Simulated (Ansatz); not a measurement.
## Infrared modes and screening in AlN (NiAs type)

Perturbation theory with PBEsol in Ansatz 0.2.0 on the PBEsol cell, ground state and force constants on a 9×9×4 mesh. The cell comes from a prototype generator: it can be a known phase or a hypothetical one. Spin polarisation is off.

The symmetry is P6_3/mmc (No. 194, hexagonal); conventional cell a = 2.836 Å, c = 4.856 Å, 8.46 Å³ an atom. Al is surrounded by 6 N at 2.04 Å; N is surrounded by 6 Al at 2.04 Å.

```cif
data_structure
_symmetry_space_group_name_H-M 'P 1'
_symmetry_Int_Tables_number 1
_cell_length_a 2.8360
_cell_length_b 2.8360
_cell_length_c 4.8561
_cell_angle_alpha 90.000
_cell_angle_beta 90.000
_cell_angle_gamma 120.000
_cell_volume 33.82
loop_
_atom_site_label
_atom_site_type_symbol
_atom_site_fract_x
_atom_site_fract_y
_atom_site_fract_z
_atom_site_occupancy
Al1 Al 0.00000 0.00000 0.00000 1
Al2 Al 0.00000 0.00000 0.50000 1
N1 N 0.33333 0.66667 0.25000 1
N2 N 0.66667 0.33333 0.75000 1
```

Optical modes without the longitudinal term:
```
ω (cm⁻¹)  degeneracy  IR intensity, summed over the level ((D/Å)²/amu)
     198           2                                              0.00
     443           1                                             44.55
     464           2                                             85.11
     473           2                                              0.00
     710           1                                              0.00
     786           1                                              0.00
```

All optical modes at Γ are real, from 198 to 786 cm⁻¹ without the longitudinal term; this says nothing of other wave vectors. With the long-range field the highest mode reaches 853 cm⁻¹. By the program's warning the force constants, and with them frequencies and ε⁰, aren't converged on this mesh. Of the real levels 2 are infrared active, the strongest at 464 cm⁻¹.

The electronic dielectric tensor ε∞ is 5.24 along x and y, 5.45 along z. With the ions relaxed, ε⁰ is 17.7 along x and y, 19.8 along z. Born charges, averaged over directions: Al +2.94, N -2.94 e.

For comparison, on the r2SCAN cell the mean ε∞ is 4.87 with r2SCAN (ground state on 9×9×4; least gap 5.69 eV), 5.24 with PBE (ground state on 9×9×4; least gap 4.92 eV).
